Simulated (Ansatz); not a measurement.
The calculation used DFT PBE, scalar-relativistic, plane waves, PAW (Ansatz 0.2.0). Settings: cutoff 420 eV, Γ-centred meshes spaced at most about 0.3 Å⁻¹, and about 0.25 Å⁻¹ or finer for metals (2π included), Gaussian smearing. No spin polarisation.

Temperature and zero-point effects are left out.

Question: Order these relaxed structures of Mg5Se2 by energy, lowest first, with the energy over the lowest of them.
A.

Space group I4/mmm (No. 139). a = 3.625 Å, b = 3.625 Å, c = 23.415 Å, α = 90.00°, β = 90.00°, γ = 90.00°
| atom | site | symmetry | x | y | z |
| --- | --- | --- | --- | --- | --- |
| Mg | 4e | 4mm | 0.0000 | 0.0000 | 0.4259 |
| Mg | 4e | 4mm | 0.5000 | 0.5000 | 0.2105 |
| Mg | 2a | 4/mmm | 0.0000 | 0.0000 | 0.0000 |
| Se | 4e | 4mm | 0.5000 | 0.5000 | 0.3774 |

B.

Space group R-3m:H (No. 166). a = 3.735 Å, b = 3.735 Å, c = 41.674 Å, α = 90.00°, β = 90.00°, γ = 120.00°
```tsv
atom	site	symmetry	x	y	z
Mg	6c	3m	0.6667	0.3333	0.9217
Mg	3a	-3m	0.0000	0.0000	0.0000
Mg	6c	3m	0.3333	0.6667	0.8039
Se	6c	3m	0.3333	0.6667	0.9607
```

C.

Space group C2/c (No. 15). a = 15.081 Å, b = 6.708 Å, c = 6.180 Å, α = 90.00°, β = 91.11°, γ = 90.00°
```
atom  site  symmetry       x       y       z
  Mg    4e         2  0.0000  0.6454  0.2500
  Mg    8f         1  0.7162  0.8176  0.7243
  Mg    8f         1  0.5935  0.4534  0.9051
  Se    8f         1  0.8830  0.3546  0.3985
```

Answer: B (0 meV/atom), C (73 meV/atom), A (141 meV/atom). Counting Mg atoms around Se (those within 1.25 times the shortest such distance or 1.15 times the sum of covalent radii; a plus sign parts nearer from farther groups): B has Se 6; C has Se 7; A has Se 5+4. All come from invented guesses.

Cells relaxed within their symmetry can be saddle points. Some structure types and database cells were kept out of the candidates from the start, so a known form may be missing.
